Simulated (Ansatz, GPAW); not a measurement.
# Ballistic transport through a Sb chain with a Ge atom bridging one bond, cheap and dear, part 2 of 3

How well does a Sb chain with a Ge atom bridging one bond conduct at low bias, and how far do basis and functional move the answer?

GPAW 26.7.0 and Ansatz 0.2.0; Ansatz plane waves; Landauer transmission by layers, zero bias (the session's first sound run).

So far, transmission at the Fermi level (one spin): step 2 (plane-wave reference (PBE)) 1.97. Also open channels of the lead at the Fermi level (one spin): step 2 3.

### 4. GPAW, dzp

Localised orbitals split the wire into layers that couple to their neighbours alone, which is what the Green's function method needs; double zeta with polarisation is the usual level for numbers.

This step: GPAW LCAO, PAW setups; Landauer transmission from Green's functions with principal layers (ASE), zero bias (GPAW 26.7.0).

run.py reads:

```python
import json
import numpy as np
from ase import Atoms
from ase.transport.calculators import TransportCalculator
from gpaw import GPAW, FermiDirac
from gpaw.lcao.tools import get_lcao_hamiltonian
from scipy.linalg import eigh

# The junction with lead layers at both ends, along the third cell vector
device = Atoms(
    ['Sb', 'Sb', 'Sb', 'Sb', 'Ge', 'Sb', 'Sb', 'Sb', 'Sb'],
    positions=[
        [4.50000, 4.50000, 1.37500],
        [4.50000, 4.50000, 4.12500],
        [4.50000, 4.50000, 6.87500],
        [4.50000, 4.50000, 9.62500],
        [6.57570, 4.50000, 11.10000],
        [4.50000, 4.50000, 12.57500],
        [4.50000, 4.50000, 15.32500],
        [4.50000, 4.50000, 18.07500],
        [4.50000, 4.50000, 20.82500]],
    cell=[[9.0, 0.0, 0.0], [0.0, 9.0, 0.0], [0.0, 0.0, 22.2]],
    pbc=True)

# One principal layer of the lead: the first 2 atoms of the device
lead = Atoms(
    ['Sb', 'Sb'],
    positions=[
        [4.50000, 4.50000, 1.37500],
        [4.50000, 4.50000, 4.12500]],
    cell=[[9.0, 0.0, 0.0], [0.0, 9.0, 0.0], [0.0, 0.0, 5.5]],
    pbc=True)

settings = dict(mode='lcao', basis='dzp', xc='PBE', h=0.2,
                occupations=FermiDirac(0.1), maxiter=250,
                mixer=dict(beta=0.1, nmaxold=8, weight=100.0),
                convergence=dict(density=0.0001))
energies = np.arange(-3, 3 + 1e-9, 0.075)
eta = 0.0001
n1, n2 = 1, 1
# k and -k transmit alike, so half of the mesh across the current serves
mesh = [(i, j) for i in range(n1) for j in range(n2) if (i, j) <= (-i % n1, -j % n2)]
weights = np.array([1 if (i, j) == (-i % n1, -j % n2) else 2 for i, j in mesh]) / (n1 * n2)

# [... helper functions left out ...]
fermi_lead = ground_state(lead, (1, 1, 20), 'lead.txt')
fermi_device = ground_state(device, (1, 1, 4), 'device.txt')
# [... loop over the mesh left out, but for ...]
        # Shift the lead onto the potential of the device's first layer
        shift = ((H[:, 0, 0] - H0[:, 0, 0]) / S0[0, 0]).real.mean()
# [...]
kT = 8.617333e-5 * 77
bias = [0.1, 0.2, 0.5, 1.0, 1.5, 2.0]
# [... integrals and printing left out ...]
```

Command:

```console
$ OMP_NUM_THREADS=1 OPENBLAS_NUM_THREADS=2 python run.py
```

Log:

```text
basis functions: device 197, principal layer 46
Fermi level: lead -3.1685 eV, device -2.9831 eV; lead shifted by -0.0199 eV
largest coupling past the next layer 7.84e-05 eV, largest misfit of the first layer 0.028 eV
  E-E_F (eV)   T (one spin)  [channel counts left out]
    -3.000    9.0600e-01
    -2.925    9.0380e-01
    -2.850    9.0089e-01
    -2.775    8.9716e-01
    -2.700    8.9246e-01
    -2.625    8.8660e-01
    -2.550    8.7929e-01
    -2.475    8.7014e-01
    -2.400    8.5859e-01
    -2.325    8.4378e-01
    -2.250    8.2444e-01
    -2.175    7.9852e-01
    -2.100    7.6257e-01
    -2.025    7.1049e-01
    -1.950    6.3084e-01
    -1.875    5.0145e-01
[...]
2.475    9.9061e-01
     2.550    9.8968e-01
     2.625    9.8870e-01
     2.700    9.8765e-01
     2.775    9.8652e-01
     2.850    9.8528e-01
     2.925    9.8392e-01
     3.000    9.8239e-01
conductance at 77 K: 1.9532 G0 a cell; thermopower -0.1003 uV/K
current from the zero-bias T(E) at 0.1 V: 15.132 uA
current from the zero-bias T(E) at 0.2 V: 30.259 uA
current from the zero-bias T(E) at 0.5 V: 75.563 uA
current from the zero-bias T(E) at 1.0 V: 150.6 uA
current from the zero-bias T(E) at 1.5 V: 225.08 uA
current from the zero-bias T(E) at 2.0 V: 300.07 uA
```

Wall time 22 s (2 threads of Arm Neoverse V2, shared host); peak memory 0.77 GiB.

Numbers from this step:

- conductance: 1.953 G₀
- largest coupling past the next principal layer: 7.84e-5 eV
- largest misfit of the first principal layer: 0.02804 eV
- shift that aligns the lead: -0.01988 eV
- basis functions of the junction: 197
- basis functions of a principal layer: 46
- transmission at the Fermi level (one spin): 1.953

One spin. The transmission, zone mean by energy, zero at the Fermi level:

| energy (eV) | transmission, zone mean |
| --- | --- |
| -3.0000 | 0.906 |
| -2.7750 | 0.897 |
| -2.4750 | 0.870 |
| -2.2500 | 0.824 |
| -2.0250 | 0.710 |
| -1.7250 | 0.0224 |
| -1.5000 | 1.65 |
| -1.2750 | 1.99 |
| -0.9750 | 1.91 |
| -0.7500 | 1.85 |
| -0.5250 | 1.87 |
| -0.2250 | 1.92 |
| 0.0000 | 1.95 |
| 0.2250 | 1.97 |
| 0.5250 | 1.98 |
| 0.7500 | 1.99 |
| 0.9750 | 2.00 |
| 1.2750 | 2.00 |
| 1.5000 | 2.00 |
| 1.7250 | 1.99 |
| 2.0250 | 0.996 |
| 2.2500 | 0.993 |
| 2.4750 | 0.991 |
| 2.7750 | 0.987 |
| 3.0000 | 0.982 |

Not self-consistent under bias; the bias window is split evenly. The current through one cell, from the zero-bias transmission by bias:

| bias (V) | current through one cell, from the zero-bias transmission (μA) |
| --- | --- |
| 0.100 | 15.1 |
| 0.200 | 30.3 |
| 0.500 | 75.6 |
| 1.000 | 151 |
| 1.500 | 225 |
| 2.000 | 300 |

The transmission of the three most open eigenchannels by energy, zero at the Fermi level:

| energy (eV) | channel 1 | channel 2 | channel 3 |
| --- | --- | --- | --- |
| -3.00 | 0.906 | 2.3e-11 | 0 |
| -2.77 | 0.897 | 2.3e-11 | 0 |
| -2.55 | 0.879 | 2.3e-11 | 0 |
| -2.40 | 0.859 | 2.2e-11 | 0 |
| -2.17 | 0.799 | 2.2e-11 | 0 |
| -1.95 | 0.631 | 2.3e-11 | 2.2e-11 |
| -1.73 | 0.0224 | 2.5e-8 | 3.9e-10 |
| -1.57 | 0.791 | 0.323 | 0.155 |
| -1.35 | 0.713 | 0.638 | 0.588 |
| -1.12 | 0.843 | 0.743 | 0.389 |
| -0.90 | 0.908 | 0.835 | 0.135 |
| -0.75 | 0.930 | 0.877 | 0.0429 |
| -0.53 | 0.950 | 0.917 | 4.1e-4 |
| -0.30 | 0.963 | 0.937 | 0.0103 |
| -0.07 | 0.971 | 0.944 | 0.0297 |
| 0.00 | 0.974 | 0.945 | 0.0351 |
| 0.07 | 0.975 | 0.945 | 0.0396 |
| 0.30 | 0.980 | 0.947 | 0.0478 |
| 0.53 | 0.983 | 0.952 | 0.0493 |
| 0.75 | 0.985 | 0.961 | 0.0464 |
| 0.90 | 0.986 | 0.968 | 0.0428 |
| 1.12 | 0.987 | 0.978 | 0.0356 |
| 1.35 | 0.989 | 0.986 | 0.0269 |
| 1.57 | 0.990 | 0.988 | 0.0173 |
| 1.73 | 0.992 | 0.985 | 0.0107 |
| 1.95 | 0.996 | 0.835 | 8.4e-4 |
| 2.17 | 0.994 | 1.3e-11 | 4.9e-12 |
| 2.40 | 0.991 | 1.4e-11 | 0 |
| 2.55 | 0.990 | 1.4e-11 | 0 |
| 2.77 | 0.987 | 1.3e-11 | 0 |
| 3.00 | 0.982 | 1.3e-11 | 0 |

At the Fermi level T is 1.95 against 1.97 in plane waves. Couplings past the next layer reach 7.8e-5 eV, small enough to drop; the matrix elements of the cell's first layer differ from the bulk lead's by up to 0.028 eV. That layer keeps its own values in the calculation, and only beyond it is the lead taken as perfect. The Fermi levels of lead and junction count from different zeros of potential, one for each periodic cell; with both set to zero, the small remaining shift is what aligns them. By hand: G = 1.953 × 77.48 μS = 151 μS, a resistance of 6.61 kΩ; at 0.1 V a linear junction would pass 15.1 μA, and the integral over the bias window gives 15.1 μA.

### 5. GPAW, szp: basis = "szp(dzp)"

One radial function a shell plus polarisation makes the matrices smaller; the question is what that costs.

run.py, as its differences from that of step 4:

```diff
@@ -33,3 +33,3 @@
 
-settings = dict(mode='lcao', basis='dzp', xc='PBE', h=0.2,
+settings = dict(mode='lcao', basis='szp(dzp)', xc='PBE', h=0.2,
                 occupations=FermiDirac(0.1), maxiter=250,
```

Log:

```text
basis functions: device 121, principal layer 28
Fermi level: lead -3.3263 eV, device -3.1587 eV; lead shifted by -0.0116 eV
largest coupling past the next layer 7.83e-05 eV, largest misfit of the first layer 0.031 eV
  E-E_F (eV)   T (one spin)  [channel counts left out]
    -3.000    9.1016e-01
    -2.925    9.0698e-01
    -2.850    9.0299e-01
    -2.775    8.9806e-01
    -2.700    8.9200e-01
    -2.625    8.8455e-01
    -2.550    8.7535e-01
    -2.475    8.6392e-01
    -2.400    8.4954e-01
    -2.325    8.3116e-01
    -2.250    8.0717e-01
    -2.175    7.7503e-01
    -2.100    7.3055e-01
    -2.025    6.6646e-01
    -1.950    5.6989e-01
    -1.875    4.1915e-01
[...]
2.475    9.9149e-01
     2.550    9.9059e-01
     2.625    9.8964e-01
     2.700    9.8864e-01
     2.775    9.8758e-01
     2.850    9.8644e-01
     2.925    9.8522e-01
     3.000    9.8389e-01
conductance at 77 K: 1.9438 G0 a cell; thermopower -0.09341 uV/K
current from the zero-bias T(E) at 0.1 V: 15.06 uA
current from the zero-bias T(E) at 0.2 V: 30.116 uA
current from the zero-bias T(E) at 0.5 V: 75.227 uA
current from the zero-bias T(E) at 1.0 V: 150.09 uA
current from the zero-bias T(E) at 1.5 V: 224.73 uA
current from the zero-bias T(E) at 2.0 V: 300.22 uA
```

Wall time 18 s (2 threads); peak memory 0.76 GiB.

This step gave:

- conductance: 1.944 G₀
- largest coupling past the next principal layer: 7.83e-5 eV
- largest misfit of the first principal layer: 0.03067 eV
- shift that aligns the lead: -0.01164 eV
- basis functions of the junction: 121
- basis functions of a principal layer: 28
- transmission at the Fermi level (one spin): 1.944

One spin. The transmission, zone mean by energy, zero at the Fermi level:

| energy (eV) | transmission, zone mean |
| --- | --- |
| -3.00 | 0.910 |
| -2.85 | 0.903 |
| -2.70 | 0.892 |
| -2.55 | 0.875 |
| -2.33 | 0.831 |
| -2.17 | 0.775 |
| -2.02 | 0.666 |
| -1.88 | 0.419 |
| -1.73 | 0.00145 |
| -1.57 | 1.19 |
| -1.35 | 1.93 |
| -1.20 | 2.01 |
| -1.05 | 1.98 |
| -0.90 | 1.91 |
| -0.75 | 1.87 |
| -0.60 | 1.87 |
| -0.38 | 1.90 |
| -0.23 | 1.92 |
| -0.07 | 1.94 |
| 0.00 | 1.94 |
| 0.07 | 1.95 |
| 0.23 | 1.96 |
| 0.38 | 1.97 |
| 0.60 | 1.98 |
| 0.75 | 1.99 |
| 0.90 | 1.99 |
| 1.05 | 2.00 |
| 1.20 | 2.00 |
| 1.35 | 2.00 |
| 1.57 | 2.00 |
| 1.73 | 2.00 |
| 1.88 | 1.99 |
| 2.02 | 0.996 |
| 2.17 | 0.995 |
| 2.33 | 0.993 |
| 2.55 | 0.991 |
| 2.70 | 0.989 |
| 2.85 | 0.986 |
| 3.00 | 0.984 |

Not self-consistent under bias; the bias window is split evenly. Table of current through one cell, from the zero-bias transmission by bias:

| bias (V) | current through one cell, from the zero-bias transmission (μA) |
| --- | --- |
| 0.100 | 15.1 |
| 0.200 | 30.1 |
| 0.500 | 75.2 |
| 1.000 | 150 |
| 1.500 | 225 |
| 2.000 | 300 |

The transmission of the three most open eigenchannels by energy, zero at the Fermi level:

| energy (eV) | channel 1 | channel 2 | channel 3 |
| --- | --- | --- | --- |
| -3.0000 | 0.910 | 0 | 0 |
| -2.7750 | 0.898 | 0 | 0 |
| -2.4750 | 0.864 | 0 | 0 |
| -2.2500 | 0.807 | 0 | 0 |
| -2.0250 | 0.666 | 0 | 0 |
| -1.7250 | 0.00145 | 2.7e-7 | 2.9e-10 |
| -1.5000 | 0.758 | 0.515 | 0.337 |
| -1.2750 | 0.767 | 0.629 | 0.598 |
| -0.9750 | 0.905 | 0.798 | 0.238 |
| -0.7500 | 0.942 | 0.872 | 0.0615 |
| -0.5250 | 0.959 | 0.913 | 0.00408 |
| -0.2250 | 0.973 | 0.936 | 0.00810 |
| 0.0000 | 0.979 | 0.942 | 0.0228 |
| 0.2250 | 0.984 | 0.945 | 0.0329 |
| 0.5250 | 0.987 | 0.952 | 0.0375 |
| 0.7500 | 0.988 | 0.961 | 0.0362 |
| 0.9750 | 0.989 | 0.973 | 0.0323 |
| 1.2750 | 0.991 | 0.986 | 0.0242 |
| 1.5000 | 0.993 | 0.992 | 0.0167 |
| 1.7250 | 0.997 | 0.993 | 0.00871 |
| 2.0250 | 0.996 | 1.3e-8 | 1.4e-10 |
| 2.2500 | 0.994 | 0 | 0 |
| 2.4750 | 0.991 | 0 | 0 |
| 2.7750 | 0.988 | 0 | 0 |
| 3.0000 | 0.984 | 0 | 0 |

The conductance, 1.94 G₀, lies 0.5 % below that of the dzp run.

### 6. Minimal basis

The minimal basis is the cheapest rung: no second zeta and no polarisation.

run.py, as its differences from that of step 5:

```diff
@@ -33,3 +33,3 @@
 
-settings = dict(mode='lcao', basis='szp(dzp)', xc='PBE', h=0.2,
+settings = dict(mode='lcao', basis='sz(dzp)', xc='PBE', h=0.2,
                 occupations=FermiDirac(0.1), maxiter=250,
```

Log:

```text
basis functions: device 76, principal layer 18
Fermi level: lead -3.0919 eV, device -2.9662 eV; lead shifted by -0.0259 eV
largest coupling past the next layer 7.89e-05 eV, largest misfit of the first layer 0.033 eV
  E-E_F (eV)   T (one spin)  [channel counts left out]
    -3.000    8.6262e-01
    -2.925    8.5591e-01
    -2.850    8.4783e-01
[...]
2.925    9.8722e-01
     3.000    9.8622e-01
conductance at 77 K: 1.9403 G0 a cell; thermopower -0.06909 uV/K
current from the zero-bias T(E) at 0.1 V: 15.033 uA
current from the zero-bias T(E) at 0.2 V: 30.064 uA
current from the zero-bias T(E) at 0.5 V: 75.121 uA
current from the zero-bias T(E) at 1.0 V: 150.05 uA
current from the zero-bias T(E) at 1.5 V: 225.07 uA
current from the zero-bias T(E) at 2.0 V: 301.22 uA
```

Elapsed: 14 s, on 2 threads; peak memory 0.72 GiB.

Numbers from this step:

```
conductance                                    : 1.940 G₀
largest coupling past the next principal layer : 7.89e-5 eV
largest misfit of the first principal layer    : 0.03281 eV
shift that aligns the lead                     : -0.02588 eV
basis functions of the junction                : 76
basis functions of a principal layer           : 18
transmission at the Fermi level (one spin)     : 1.940
```

The conductance, 1.94 G₀, lies 0.7 % below that of the dzp run.

### 7. LDA in the dzp basis: xc = "LDA"

Back in the dzp basis, the functional changes from PBE to LDA, to set the spread between functionals beside that between bases.

run.py, as its differences from that of step 6:

```diff
@@ -33,3 +33,3 @@
 
-settings = dict(mode='lcao', basis='sz(dzp)', xc='PBE', h=0.2,
+settings = dict(mode='lcao', basis='dzp', xc='LDA', h=0.2,
                 occupations=FermiDirac(0.1), maxiter=250,
```

Log:

```text
basis functions: device 197, principal layer 46
Fermi level: lead -3.3983 eV, device -3.2179 eV; lead shifted by -0.0095 eV
largest coupling past the next layer 7.80e-05 eV, largest misfit of the first layer 0.028 eV
  E-E_F (eV)   T (one spin)  [channel counts left out]
    -3.000    9.1143e-01
    -2.925    9.0960e-01
    -2.850    9.0707e-01
[...]
2.925    9.8474e-01
     3.000    9.8334e-01
conductance at 77 K: 1.9499 G0 a cell; thermopower -0.1041 uV/K
current from the zero-bias T(E) at 0.1 V: 15.107 uA
current from the zero-bias T(E) at 0.2 V: 30.209 uA
current from the zero-bias T(E) at 0.5 V: 75.436 uA
current from the zero-bias T(E) at 1.0 V: 150.36 uA
current from the zero-bias T(E) at 1.5 V: 224.82 uA
current from the zero-bias T(E) at 2.0 V: 299.9 uA
```

Run time: 17 s. Hardware: 2 threads; peak memory 0.77 GiB.

Numbers from this step:

| Item | Value |
| --- | --- |
| conductance | 1.950 G₀ |
| largest coupling past the next principal layer | 7.80e-5 eV |
| largest misfit of the first principal layer | 0.02809 eV |
| shift that aligns the lead | -0.009459 eV |
| basis functions of the junction | 197 |
| basis functions of a principal layer | 46 |
| transmission at the Fermi level (one spin) | 1.950 |

One spin. The transmission, zone mean by energy, zero at the Fermi level:

energy (eV), transmission, zone mean and a bar:
```
    -3.00       0.91 #############
    -2.85       0.91 #############
    -2.70       0.90 #############
    -2.55       0.89 #############
    -2.33       0.85 ############
    -2.17       0.81 ############
    -2.02       0.74 ##########
    -1.88       0.55 #######
    -1.73       0.08 
    -1.57       1.11 ################
    -1.35       1.92 #############################
    -1.20       1.99 ##############################
    -1.05       1.95 #############################
    -0.90       1.89 ############################
    -0.75       1.86 ############################
    -0.60       1.86 ############################
    -0.38       1.89 ############################
    -0.23       1.92 #############################
    -0.07       1.94 #############################
     0.00       1.95 #############################
     0.07       1.96 #############################
     0.23       1.97 ##############################
     0.38       1.98 ##############################
     0.60       1.98 ##############################
     0.75       1.99 ##############################
     0.90       1.99 ##############################
     1.05       1.99 ##############################
     1.20       2.00 ##############################
     1.27       2.00 ##############################
     1.35       2.00 ##############################
     1.57       1.99 ##############################
     1.73       1.98 ##############################
     1.88       1.93 #############################
     2.02       1.00 ##############
     2.17       0.99 ##############
     2.33       0.99 ##############
     2.55       0.99 ##############
     2.70       0.99 ##############
     2.85       0.99 ##############
     3.00       0.98 ##############
```

The conductance equals that of the dzp run to 0.2 %.

### 8. All levels side by side

Times are for 2 threads of Arm Neoverse V2, shared host. The runs compared:

| no. | run | conductance (G₀) | time | memory (GiB) |
| --- | --- | --- | --- | --- |
| 1 | dzp | 1.953 | 22 s | 0.77 |
| 2 | szp | 1.944 | 18 s | 0.76 |
| 3 | sz | 1.940 | 14 s | 0.72 |
| 4 | dzp LDA | 1.950 | 17 s | 0.77 |

### 9. The levels side by side

The curves are compared point by point over the common energies.

This step: comparison of transmission and cost over codes and levels (GPAW 26.7.0).

Ladder, by row:

| step | code | T at the Fermi level (sum over the listed spins) | conductance (G0) | r.m.s. T(E) from the first | wall time (s) | peak memory (GiB) | threads |
| --- | --- | --- | --- | --- | --- | --- | --- |
| pw-pbe | Ansatz | 1.969 | - | 0 | 126.8 | 1.78 | 2 |
| pw-low | Ansatz | 1.971 | - | 0.1521 | 135.7 | 1.179 | 2 |
| dzp | GPAW | 1.953 | 1.953 | 0.1066 | 22.38 | 0.77 | 2 |
| szp | GPAW | 1.944 | 1.944 | 0.1287 | 18.3 | 0.76 | 2 |
| sz | GPAW | 1.94 | 1.94 | 0.2115 | 14.47 | 0.72 | 2 |
| dzp-LDA | GPAW | 1.95 | 1.95 | 0.09394 | 16.53 | 0.77 | 2 |

Table of transmission, zone mean, sum over the listed spins by energy, zero at the Fermi level:

| energy (eV) | pw-pbe | pw-low | dzp | szp | sz | dzp-LDA |
| --- | --- | --- | --- | --- | --- | --- |
| -3.000 | 0.925 | 0.922 | 0.906 | 0.910 | 0.863 | 0.911 |
| -2.475 | 0.895 | 0.890 | 0.870 | 0.864 | 0.772 | 0.879 |
| -2.025 | 0.772 | 0.717 | 0.710 | 0.666 | 0.376 | 0.735 |
| -1.500 | 1.75 | 1.90 | 1.65 | 1.61 | 1.84 | 1.61 |
| -1.200 | 1.91 | 1.93 | 1.99 | 2.01 | 2.06 | 1.99 |
| -0.975 | 1.84 | 1.86 | 1.91 | 1.94 | 1.99 | 1.92 |
| -0.525 | 1.88 | 1.90 | 1.87 | 1.88 | 1.90 | 1.87 |
| 0.000 | 1.97 | 1.97 | 1.95 | 1.94 | 1.94 | 1.95 |
| 0.525 | 2.00 | 2.00 | 1.98 | 1.98 | 1.96 | 1.98 |
| 0.975 | 2.01 | 2.01 | 2.00 | 1.99 | 1.98 | 1.99 |
| 1.125 | 2.01 | 2.01 | 2.00 | 2.00 | 1.99 | 2.00 |
| 1.275 | 2.01 | 2.01 | 2.00 | 2.00 | 1.99 | 2.00 |
| 1.500 | 2.00 | 2.01 | 2.00 | 2.00 | 1.99 | 1.99 |
| 2.025 | 0.996 | 0.995 | 0.996 | 0.996 | 0.997 | 0.996 |
| 2.475 | 0.992 | 0.992 | 0.991 | 0.991 | 0.992 | 0.991 |
| 3.000 | 0.981 | 0.980 | 0.982 | 0.984 | 0.986 | 0.983 |

(Continued in part 3 of 3.)

[Logs are printed without paths, hosts, clocks, repeated set-up lines and the standing remarks that a program may print on its own settings, such as how far it seeks lower states.]

[Hosts, paths, dates, database ids (printed as entryN), source tags and the programs' standing remarks are cut or masked in the printed files.]
